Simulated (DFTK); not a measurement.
SnSe under changes of volume

One of the cells (27.271 Å³/atom); the others are scaled copies at fixed shape and fractional positions:

```
Sn Se
1.0
     0.00000    3.01000    3.01000
     3.01000    0.00000    3.01000
     3.01000    3.01000    0.00000
Sn Se
1 1
Direct
  0.00000 0.00000 0.00000
  0.50000 0.50000 0.50000
```

Measurements of this composition are mostly on another form, of space group No. 62.

| Quantity | Value |
| --- | --- |
| Program | DFTK 0.8.2 |
| Functional | r2SCAN |
| Potentials or basis | in-house norm-conserving set (r2SCAN, scalar relativistic) |
| Cutoff | 1225 eV |
| k mesh | 5 × 5 × 5 |
| Occupations | fermi-dirac, width 0.05 eV |
| Spin | no spin polarisation |

```csv
volume (Å³/atom),energy over the lowest point (meV/atom),pressure (GPa)
25.635,14.52,3.5
26.180,4.65,2.1
26.725,0.78,0.7
27.271,0.00,-0.4
27.816,2.73,-1.4
28.362,8.57,-2.2
28.907,?,?
```

**Question.** What does the run at 28.907 Å³/atom give?

**Answer.** Energy over the lowest point 17.24 meV/atom; pressure -3.0 GPa.

Worked out: A Birch-Murnaghan fit of order 3 (a polynomial in V^(-2/3)) to the other rows has its minimum at 27.06 Å³/atom with B0 = V·E''(V) = 52 GPa (rough, since the energies scatter). It gives 16.21 meV/atom at 28.907 Å³/atom, against the run's 17.24, and -dE/dV = -2.5 GPa, against -3.0.

Energies are extrapolated to zero smearing.
